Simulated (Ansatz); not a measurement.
Bi₂Te₃: strain and displacement

```
Bi Te
1.0
     2.19300    1.26613   10.16567
    -2.19300    1.26613   10.16567
     0.00000   -2.53226   10.16567
Bi Te
2 3
Direct
  0.40000 0.40000 0.40000
  0.60000 0.60000 0.60000
  0.00000 0.00000 0.00000
  0.20950 0.20950 0.20950
  0.79050 0.79050 0.79050
```

Atom numbers follow the list: Bi1, Bi2, Te3, Te4, Te5.

The cell is COD entry 9011962, as deposited and not checked against the literature; nothing was relaxed.

No spin–orbit coupling, which matters for the heavy atoms here.

Level of theory: DFT, PBE, all-electron PAW with datasets made for the crystal, scalar-relativistic (Ansatz 0.2.0).

Settings: a Γ-centred 7×7×7 k mesh, Fermi–Dirac smearing of 0.08 eV, cutoff 240 eV (chosen by the program for this cell), no spin polarisation.

The unchanged cell is at 1.92 GPa.

x, y and z are the Cartesian axes of the cell as listed; fractional coordinates follow a strain, and an engineering shear is twice the off-diagonal strain component.

Vzz stands for the principal value of largest size of the field-gradient tensor, whatever its axis.

Spin–orbit coupling is left out, which moves gradients at and beside heavy atoms by some per cent and at worst by a factor of two.

One change gave: energy change +9 meV/atom; stress change (xx, yy, zz, yz, xz, xy) -0.81, 1.00, 0.09, 1.71, 0.74, 0.14 GPa, compression positive; change of the force on Te4 (-0.096, -0.208, -0.006) eV/Å; Vzz in 10²¹ V/m²: Bi1 2.33 → -7.96 (η = 0.69), Te3 9.85 → 10.16 (η = 0.46), Te4 0.91 → -3.81 (η = 0.44). Which change was it?
A. equal xy, yz and zx engineering shear strains of -3 %
B. equal xy, yz and zx engineering shear strains of -2 %
C. equal xy, yz and zx engineering shear strains of +1 %
D. equal xy, yz and zx engineering shear strains of +3 %
E. equal xy, yz and zx engineering shear strains of +2 %
F. equal xy, yz and zx engineering shear strains of -1 %

A. For equal xy, yz and zx engineering shear strains of -1 %: energy change under 1 meV/atom; stress change (xx, yy, zz, yz, xz, xy) -0.28, 0.30, 0.01, 0.56, 0.26, 0.05 GPa, compression positive; change of the force on Te4 (-0.033, -0.068, -0.001) eV/Å; Vzz in 10²¹ V/m²: Bi1 2.33 → 3.23 (η = 0.86), Te3 9.85 → 9.88 (η = 0.15), Te4 0.91 → -1.39 (η = 0.91). For equal xy, yz and zx engineering shear strains of +2 %: energy change +4 meV/atom; stress change (xx, yy, zz, yz, xz, xy) 0.58, -0.50, 0.04, -1.09, -0.57, -0.09 GPa, compression positive; change of the force on Te4 (0.070, 0.132, -0.003) eV/Å; Vzz in 10²¹ V/m²: Bi1 2.33 → 5.72 (η = 0.50), Te3 9.85 → 10.02 (η = 0.26), Te4 0.91 → 2.68 (η = 0.14). For equal xy, yz and zx engineering shear strains of -2 %: energy change +4 meV/atom; stress change (xx, yy, zz, yz, xz, xy) -0.55, 0.63, 0.04, 1.13, 0.51, 0.09 GPa, compression positive; change of the force on Te4 (-0.065, -0.138, -0.003) eV/Å; Vzz in 10²¹ V/m²: Bi1 2.33 → -5.42 (η = 0.80), Te3 9.85 → 9.99 (η = 0.30), Te4 0.91 → -2.57 (η = 0.55). For equal xy, yz and zx engineering shear strains of +1 %: energy change under 1 meV/atom; stress change (xx, yy, zz, yz, xz, xy) 0.29, -0.27, 0.01, -0.55, -0.28, -0.05 GPa, compression positive; change of the force on Te4 (0.034, 0.067, -0.001) eV/Å; Vzz in 10²¹ V/m²: Bi1 2.33 → 3.48 (η = 0.46), Te3 9.85 → 9.89 (η = 0.14), Te4 0.91 → 1.54 (η = 0.28). For equal xy, yz and zx engineering shear strains of +3 %: energy change +9 meV/atom; stress change (xx, yy, zz, yz, xz, xy) 0.88, -0.70, 0.09, -1.61, -0.88, -0.13 GPa, compression positive; change of the force on Te4 (0.106, 0.197, -0.006) eV/Å; Vzz in 10²¹ V/m²: Bi1 2.33 → 8.15 (η = 0.52), Te3 9.85 → 10.24 (η = 0.37), Te4 0.91 → 3.88 (η = 0.08).
